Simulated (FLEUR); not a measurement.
**HfC: equation of state with SCAN**

The system is HfC.

```
CELL_PARAMETERS angstrom
0.00000 2.32500 2.32500
2.32500 0.00000 2.32500
2.32500 2.32500 0.00000
ATOMIC_POSITIONS crystal
Hf 0.50000 0.50000 0.50000
C 0.00000 0.00000 0.00000
```

* Program: FLEUR MaX-R8.1 (later development tree)
* Task: equation of state
* Functional: SCAN
* Potentials or basis: all-electron
* Basis: FLAPW
* Kmax: 4.77 1/bohr
* k mesh: 10 × 10 × 10
* Occupations: fermi-dirac, width 0.05 eV
* Spin: no spin polarisation

| Item | Value |
| --- | --- |
| Equilibrium volume | 12.32 Å³/atom |
| Bulk modulus | 250 GPa |

Energy against volume, from the lowest point:
```csv
volume (Å³/atom),energy (meV/atom)
11.814,13.33
12.065,0.26
12.568,0.00
13.071,28.70
13.322,52.18
```

Caveat: the meta-GGA is that of a development version, with a GGA for the radial functions and cores and without core tails. The run has no spin-orbit coupling, so splittings on Hf are missing.
